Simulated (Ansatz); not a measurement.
# TiAl: rattled cells

Aim: for TiAl, compute energies and forces of randomly disturbed cells.

Method: DFT PBEsol, scalar-relativistic, plane waves, PAW, in Ansatz 0.2.0.

## Step 1: Starting point

It takes space group Pm-3m (No. 221, cubic). The conventional cell has a = 3.179 Å, b = 3.179 Å, c = 3.179 Å, α = 90.00°, β = 90.00°, γ = 90.00°. Ti (site symmetry m-3m) has 8 Al at 2.75 Å as nearest neighbours. Around Al (site symmetry m-3m) lie 8 Ti at 2.75 Å.

As a file:

```cif
data_structure
_symmetry_space_group_name_H-M 'P 1'
_symmetry_Int_Tables_number 1
_cell_length_a 3.1791
_cell_length_b 3.1791
_cell_length_c 3.1791
_cell_angle_alpha 90.000
_cell_angle_beta 90.000
_cell_angle_gamma 90.000
_cell_volume 32.13
loop_
_atom_site_label
_atom_site_type_symbol
_atom_site_fract_x
_atom_site_fract_y
_atom_site_fract_z
_atom_site_occupancy
Ti1 Ti 0.00000 0.00000 0.00000 1
Al1 Al 0.50000 0.50000 0.50000 1
```

The structure comes from the Materials Project (structure only).

## Step 2: Quick check of gap, pressure and forces

File input.yaml:

```yaml
crystal:
  lattice:
    - [3.179064, 0.0, 0.0]
    - [0.0, 3.179064, 0.0]
    - [0.0, 0.0, 3.179064]
  atoms:
    - { symbol: Ti, position: [0.0, 0.0, 0.0] }
    - { symbol: Al, position: [0.5, 0.5, 0.5] }
basis:
  ecutwfc: 350.0
kpoints:
  mp_grid: { grid: [6, 6, 6] }
hamiltonian:
  xc: pbesol
scf:
  occupations: { method: gaussian, width: 0.1 }
output:
  forces: true
  stress: true
  eigenvalues: true
```

Run with:

```
$ ansatz run input.yaml --threads 1 --pin off --max-ram 2560MiB --backend cpu --events-out ev --progress --plain --runs-dir out
```

Standard output, cut to the lines that bear on the results:

```text
[...]
SCF converged after 6 iterations
Free energy (F): -2998.968941 eV
[...]
E sigma→0 (E₀):  -2998.962832 eV
Entropy (-TS):   -0.012216 eV (-6.108 meV/atom)
Fermi energy:    11.368994 eV
[...]
--- Forces (eV/Å), atoms counted from 1 ---
  atom   1  Ti    -0.00000000     0.00000000    -0.00000000
  atom   2  Al     0.00000000     0.00000000     0.00000000
[...]
--- Stress (GPa, compression-positive) ---
       -2.684975       0.000000       0.000000
        0.000000      -2.684975       0.000000
        0.000000       0.000000      -2.684975
  P = ⅓ Tr σ = -2.6850 GPa (-26.850 kbar)
--- Band table (eV; the first three rows and the last of 20) ---
  k-point 0: bands = ["-45.2813", "-21.5911", "-21.5911", "-21.5911", "2.0889", "9.9202", "9.9202", "13.1540", "13.1540", "13.1540", "15.7597", "15.7597"]
[...]
```

It took 2.2 s on 1 thread of Intel Xeon at 2.50GHz (Skylake/Cascade Lake), shared host; peak memory 0.29 GiB.

The cell is taken as given, not relaxed at this level.

## Step 3: The reference: the undisturbed cell on the scan's mesh

File input.yaml:

```yaml
crystal:
  lattice:
    - [-3.179064, 3.179064, 3.179064]
    - [3.179064, -3.179064, 3.179064]
    - [3.179064, 3.179064, -3.179064]
  atoms:
    - { symbol: Ti, position: [0.0, 0.0, 0.0] }
    - { symbol: Ti, position: [0.5, 0.5, 0.0] }
    - { symbol: Ti, position: [0.5, 0.0, 0.5] }
    - { symbol: Ti, position: [0.0, 0.5, 0.5] }
    - { symbol: Al, position: [0.5, 0.5, 0.5] }
    - { symbol: Al, position: [0.0, 0.0, 0.5] }
    - { symbol: Al, position: [0.0, 0.5, 0.0] }
    - { symbol: Al, position: [0.5, 0.0, 0.0] }
basis:
  ecutwfc: 350.0
kpoints:
  mp_grid: { grid: [10, 10, 10] }
hamiltonian:
  xc: pbesol
scf:
  occupations: { method: gaussian, width: 0.15 }
output:
  forces: true
  stress: true
  eigenvalues: true
```

Run with:

```
$ ansatz run input.yaml --threads 1 --pin off --max-ram 2560MiB --backend cpu --events-out ev --progress --plain --runs-dir out
```

Standard output, cut to the lines that bear on the results:

```text
Warning: basis.ecutwfc = 350 eV is below the records' recommended 420 eV, and the density's cutoff is lower with it unless basis.ecutrho_ratio is high enough to keep the records' density cutoff: compare with a run at a higher cutoff
Warning: RAYON_NUM_THREADS=1 ignored (pool sized by the plan → 1); use --threads N
[...]
Pseudopotentials: kind: paw
Pseudopotential: Ti, paw, valence charge 12, recommended cutoff 420 eV (normal), Ti.paw.azcp
Pseudopotential: Al, paw, valence charge 3, recommended cutoff 420 eV (normal), Al.paw.azcp
Functional definition: PBEsol
[...]
Crystal: 8 atoms, lattice volume = 128.516 Å³
Basis set: ecut = 350 eV, 1961 PW (Γ), exchange–correlation on 72×72×72 points (8 copies of the dense FFT grid, shifted against one another)
Bands: 38, of which v1, the nominal top of the filled ones, is band 30 counted from 1 (29 counted from 0)
Symmetry: 192 space group operations
Space group: Pm-3m (ITA 221), of the structure as read, at distance tolerance 5.0e-5 Å
k-points: 47 of 1000
[...]
SCF iter   6: F=-11995.905772 eV  HF=-11995.905772 eV  |F-HF|=1.77e-8  |Δ(HF+E_count)|=   8.60e-7  Δρ=6.51e-6  dr2=4.41e-8  ethr=1.67e-10  ⟨swp⟩=4.3  Hψ=6910  notcnv=0
[...]
SCF converged after 6 iterations
Free energy (F): -11995.905772 eV
[...]
E sigma→0 (E₀):  -11995.850193 eV
Entropy (-TS):   -0.111157 eV (-13.895 meV/atom)
Fermi energy:    11.350423 eV
[...]
--- Forces (eV/Å), atoms counted from 1 ---
  atom   1  Ti     0.00000000     0.00000000     0.00000000
  atom   2  Ti     0.00000000     0.00000000     0.00000000
  atom   3  Ti     0.00000000     0.00000000     0.00000000
  atom   4  Ti     0.00000000     0.00000000     0.00000000
  atom   5  Al    -0.00000000    -0.00000000     0.00000000
  atom   6  Al     0.00000000    -0.00000000    -0.00000000
  atom   7  Al     0.00000000     0.00000000     0.00000000
  atom   8  Al     0.00000000    -0.00000000    -0.00000000
[...]
--- Stress (GPa, compression-positive) ---
       -2.441085      -0.000000       0.000000
       -0.000000      -2.441085      -0.000000
        0.000000      -0.000000      -2.441085
  P = ⅓ Tr σ = -2.4411 GPa (-24.411 kbar)
--- Band table (eV; the first three rows and the last of 47) ---
[...]
```

Wall time 23 s (1 thread of Intel Xeon at 2.50GHz (Skylake/Cascade Lake), shared host); peak memory 0.46 GiB.

The cell is repeated 4 times, 8 atoms in all. The reference gives a free energy of -11995.9058 eV, pressure -2.44 GPa, largest force 0.000 eV/Å and gap on the mesh none (metal).

## Step 4: Setting up rattled cells

All atoms are moved at random with no net shift, in some cells together with a random strain.

## Step 5: Point rms move = 0.203 Å

File input.yaml:

```yaml
crystal:
  lattice:
    - [-3.179064, 3.179064, 3.179064]
    - [3.179064, -3.179064, 3.179064]
    - [3.179064, 3.179064, -3.179064]
  atoms:
    - { symbol: Ti, position: [0.0058940859, 0.0117297075, 0.0076963414] }
    - { symbol: Ti, position: [0.47830976, 0.4761373352, 0.0277711013] }
    - { symbol: Ti, position: [0.5088996333, 0.005785818, 0.4807093276] }
    - { symbol: Ti, position: [-0.0360928439, 0.462678418, 0.4620829574] }
    - { symbol: Al, position: [0.5215815983, 0.5322225919, 0.5088209715] }
    - { symbol: Al, position: [0.0280799847, 0.0148878262, 0.5433109019] }
    - { symbol: Al, position: [-0.0258634091, 0.5285650072, -0.0215484276] }
    - { symbol: Al, position: [0.5191911908, -0.032006704, -0.0088431735] }
basis:
  ecutwfc: 350.0
kpoints:
  mp_grid: { grid: [10, 10, 10] }
hamiltonian:
  xc: pbesol
scf:
  occupations: { method: gaussian, width: 0.15 }
output:
  forces: true
  stress: true
  eigenvalues: true
```

Run with:

```
$ ansatz run input.yaml --threads 1 --pin off --max-ram 2560MiB --backend cpu --events-out ev --progress --plain --runs-dir out
```

Standard output, cut to the lines that bear on the results:

```text
Warning: basis.ecutwfc = 350 eV is below the records' recommended 420 eV, and the density's cutoff is lower with it unless basis.ecutrho_ratio is high enough to keep the records' density cutoff: compare with a run at a higher cutoff
Warning: RAYON_NUM_THREADS=1 ignored (pool sized by the plan → 1); use --threads N
[...]
[... 4 set-up lines as earlier in the session ...]
[...]
Crystal: 8 atoms, lattice volume = 128.516 Å³
Basis set: ecut = 350 eV, 1961 PW (Γ), exchange–correlation on 72×72×72 points (8 copies of the dense FFT grid, shifted against one another)
Bands: 38, of which v1, the nominal top of the filled ones, is band 30 counted from 1 (29 counted from 0)
Symmetry: 1 space group operations
Space group: P1 (ITA 1), of the structure as read, at distance tolerance 5.0e-5 Å
k-points: 504 of 1000 (time reversal used)
[...]
SCF iter   7: F=-11995.252759 eV  HF=-11995.252759 eV  |F-HF|=6.47e-9  |Δ(HF+E_count)|=   7.27e-8  Δρ=3.38e-6  dr2=1.15e-8  ethr=1.67e-10  ⟨swp⟩=6.9  Hψ=70078  notcnv=0
[...]
SCF converged after 7 iterations
Free energy (F): -11995.252759 eV
[...]
E sigma→0 (E₀):  -11995.197578 eV
Entropy (-TS):   -0.110362 eV (-13.795 meV/atom)
Fermi energy:    11.206458 eV
[...]
--- Forces (eV/Å), atoms counted from 1 ---
  atom   1  Ti     0.85381876     0.65899297     0.99149299
  atom   2  Ti    -0.54705996    -0.21604534     1.07502911
  atom   3  Ti     0.51760535    -0.19127754    -0.36759803
  atom   4  Ti     0.02970373     0.47490545     0.91126682
  atom   5  Al     1.06329499     0.86091095    -1.45157043
  atom   6  Al    -1.25873380    -0.94764195    -0.02917478
  atom   7  Al    -0.50508732     0.95796361    -0.53079945
  atom   8  Al    -0.15354035    -1.59780723    -0.59864617
[...]
--- Stress (GPa, compression-positive) ---
        2.057894       1.497222       0.787102
        1.497222      -0.982487      -0.090135
        0.787102      -0.090135      -0.184354
  P = ⅓ Tr σ = 0.2970 GPa (2.970 kbar)
--- Band table (eV; the first three rows and the last of 504) ---
[...]
```

Run time: 5.8 min. Hardware: 1 thread of Intel Xeon at 2.50GHz (Skylake/Cascade Lake), shared host; peak memory 1.5 GiB.

## Step 6: At rms move = 0.517 Å

File input.yaml:

```yaml
crystal:
  lattice:
    - [-3.1210379687, 3.0918538741, 3.2026787415]
    - [3.1053140714, -3.1216105438, 3.2167115138]
    - [3.1755232085, 3.1760957836, -3.2324354112]
  atoms:
    - { symbol: Ti, position: [-0.0101783455, -0.0810713903, -0.0682688378] }
    - { symbol: Ti, position: [0.6277533261, 0.5752794412, 0.0172219993] }
    - { symbol: Ti, position: [0.5710233056, 0.0981539892, 0.526596537] }
    - { symbol: Ti, position: [-0.1085777542, 0.4288121149, 0.5213019351] }
    - { symbol: Al, position: [0.5085997335, 0.4482705279, 0.5893725635] }
    - { symbol: Al, position: [-0.0173351071, 0.0524871807, 0.4802500027] }
    - { symbol: Al, position: [-0.021702153, 0.4689800537, -0.0887732295] }
    - { symbol: Al, position: [0.4504169947, 0.0090880827, 0.0222990298] }
basis:
  ecutwfc: 350.0
kpoints:
  mp_grid: { grid: [10, 10, 10] }
hamiltonian:
  xc: pbesol
scf:
  occupations: { method: gaussian, width: 0.15 }
output:
  forces: true
  stress: true
  eigenvalues: true
```

Run with:

```
$ ansatz run input.yaml --threads 1 --pin off --max-ram 2560MiB --backend cpu --events-out ev --progress --plain --runs-dir out
```

Standard output, cut to the lines that bear on the results:

```text
Warning: basis.ecutwfc = 350 eV is below the records' recommended 420 eV, and the density's cutoff is lower with it unless basis.ecutrho_ratio is high enough to keep the records' density cutoff: compare with a run at a higher cutoff
Warning: RAYON_NUM_THREADS=1 ignored (pool sized by the plan → 1); use --threads N
[...]
[... 4 set-up lines as earlier in the session ...]
[...]
Crystal: 8 atoms, lattice volume = 126.346 Å³
Basis set: ecut = 350 eV, 1889 PW (Γ), exchange–correlation on 72×72×72 points (8 copies of the dense FFT grid, shifted against one another)
Bands: 38, of which v1, the nominal top of the filled ones, is band 30 counted from 1 (29 counted from 0)
[... 2 set-up lines as earlier in the session ...]
k-points: 504 of 1000 (time reversal used)
[...]
SCF iter   8: F=-11980.850707 eV  HF=-11980.850707 eV  |F-HF|=2.24e-8  |Δ(HF+E_count)|=   4.71e-8  Δρ=4.57e-6  dr2=3.70e-8  ethr=1.67e-10  ⟨swp⟩=9.2  Hψ=71115  notcnv=0
[...]
SCF converged after 8 iterations
Free energy (F): -11980.850707 eV
[...]
E sigma→0 (E₀):  -11980.796268 eV
Entropy (-TS):   -0.108877 eV (-13.610 meV/atom)
Fermi energy:    11.019263 eV
[...]
--- Forces (eV/Å), atoms counted from 1 ---
  atom   1  Ti     4.72411873    -2.60702850     0.68486473
  atom   2  Ti     5.04904641     3.27566553    -5.17677444
  atom   3  Ti    -7.26253398     1.97209818   -11.76117262
  atom   4  Ti    -2.98817671    -7.21609891    10.51301646
  atom   5  Al     2.51354816   -12.71342209     2.91160236
  atom   6  Al    -3.36637733     4.88747713     0.38298267
  atom   7  Al     5.27221210    12.19581905    -0.52701913
  atom   8  Al    -3.94176540     0.20560976     2.97242376
[...]
--- Stress (GPa, compression-positive) ---
       49.093233       1.990963       1.047340
        1.990963      44.475321      -3.853186
        1.047339      -3.853186      32.120526
  P = ⅓ Tr σ = 41.8964 GPa (418.964 kbar)
--- Band table (eV; the first three rows and the last of 504) ---
[...]
```

Wall time 6.4 min (1 thread of Intel Xeon at 2.50GHz (Skylake/Cascade Lake), shared host); peak memory 1.4 GiB.

## Step 7: All points together

All points in order; energies are free energies above the reference cell:

```
rms move (Å)  ΔE (meV/atom)  largest force (eV/Å)  shortest distance (Å)  pressure (GPa)
       0.000            0.0                  0.00                   2.75            -2.4
       0.203           81.6                  1.99                   2.48             0.3
       0.517         1881.9                 13.96                   1.96            41.9
```

## Step 8: Results

```
      quantity                                      value
costliest cell  1881.9 meV/atom at an rms move of 0.517 Å
```

The settings of these runs were drawn from a wide range and may not be converged. The cost runs from 81.6 to 1881.9 meV/atom. Energy over the square of the rms move lies between 2.0 and 7.1 eV/Å² per atom; a harmonic solid under isotropic random moves would keep it roughly constant, while strain and close contacts change it. The settings are coarse, so take the values as rough.
